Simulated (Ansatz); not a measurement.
A run of Ansatz 0.2.0:

File input.yaml:

```yaml
crystal:
  lattice:
    - [0.0, 2.96575, 2.96575]
    - [2.96575, 0.0, 2.96575]
    - [2.96575, 2.96575, 0.0]
  atoms:
    - { symbol: Pb, position: [0.0, 0.0, 0.0] }
    - { symbol: S, position: [0.5, 0.5, 0.5] }
hamiltonian:
  xc: r2scan
  pseudopotentials: { kind: paw }
kpoints:
  mp_grid: { grid: [8, 8, 8] }
scf:
  occupations: { method: fixed }
phonons:
  method: dfpt
  dielectric: true
  rigid_motions: translations
  qmesh: [2, 2, 2]
  temperatures: { t_max: 1000, t_step: 100 }
  qpath:
    path:
      - [[0.0, 0.0, 0.0], [0.5, 0.0, 0.5], [0.5, 0.25, 0.75], [0.375, 0.375, 0.75], [0.0, 0.0, 0.0], [0.5, 0.5, 0.5], [0.625, 0.25, 0.625], [0.5, 0.25, 0.75], [0.5, 0.5, 0.5], [0.375, 0.375, 0.75]]
      - [[0.625, 0.25, 0.625], [0.5, 0.0, 0.5]]
    npoints: 8
```

Potentials or basis: Ansatz PAW.

The run is started by

```sh
$ ansatz run input.yaml --threads 2 --pin off --max-ram 5120MiB --backend cpu --events-out ev --progress --plain --runs-dir out
```

Hardware: 2 threads of Arm Neoverse V2 (shared host).

Problem. Estimate the wall time of this run.

Solution. Wall time 2.8 min on 2 threads of Arm Neoverse V2 (shared host), peak memory 1.7 GiB. Counts: scf iterations 11, plane waves 1363, k points 59, bands 14.
